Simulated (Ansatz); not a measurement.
# Mn3Sn: the cost of one run

Program: Ansatz 0.2.0. Level of theory: DFT PBE, scalar-relativistic, plane waves, PAW. These are calculated values, not measurements.

1 further run of the same task is left out (it didn't finish).

## (1) Starting point

Symmetry: Fm-3m, No. 225, cubic system. Conventional cell: a = 6.121 Å, b = 6.121 Å, c = 6.121 Å, α = 90.00°, β = 90.00°, γ = 90.00°. Mn (site symmetry -43m) has 4 Mn at 2.65 Å and 4 Sn at 2.65 Å as nearest neighbours. Around Mn (site symmetry m-3m) lie 8 Mn at 2.65 Å. Sn (site symmetry m-3m) is surrounded by 8 Mn at 2.65 Å.

As a file:

```xyz
4
Lattice="0.0000 3.0605 3.0605 3.0605 0.0000 3.0605 3.0605 3.0605 0.0000" Properties=species:S:1:pos:R:3 pbc="T T T"
Mn    4.5907    4.5907    4.5907
Mn    1.5302    1.5302    1.5302
Mn    3.0605    3.0605    3.0605
Sn    0.0000    0.0000    0.0000
```

This is candidate A: structure listed in a database for this formula (Fm-3m, No. 225).

(A quick probe on a coarse mesh, which set the mesh and smearing, is not shown.)

## (3) The relaxation (candidate A)

File input.yaml:

```yaml
crystal:
  lattice:
    - [0.0, 3.060496, 3.060496]
    - [3.060496, 0.0, 3.060496]
    - [3.060496, 3.060496, 0.0]
  atoms:
    - { symbol: Mn, position: [0.75, 0.75, 0.75], spin: 3.07 }
    - { symbol: Mn, position: [0.25, 0.25, 0.25], spin: 3.07 }
    - { symbol: Mn, position: [0.5, 0.5, 0.5], spin: 1.64 }
    - { symbol: Sn, position: [0.0, 0.0, 0.0] }
basis:
  ecutwfc: 420
kpoints:
  mp_grid: { grid: [14, 14, 14] }
hamiltonian:
  xc: pbe
scf:
  occupations: { method: gaussian, width: 0.1 }
output:
  forces: true
  stress: true
  eigenvalues: true
  populations: true
magnetization:
  spin_polarized: true
relax:
  adjacent_minimum: "off"
  f_tol: 0.01
  max_steps: 80
  cell: { stress_tol: 0.05 }
```

The run is started by

```
$ ansatz run input.yaml --threads 1 --pin off --max-ram 2560MiB --backend cpu --events-out ev --progress --plain --runs-dir out
```

Q: Estimate wall time and peak memory on 1 thread of Intel Xeon Platinum 8488C (Sapphire Rapids), shared host.

About 2.7 min, with a peak of 0.7 GiB.
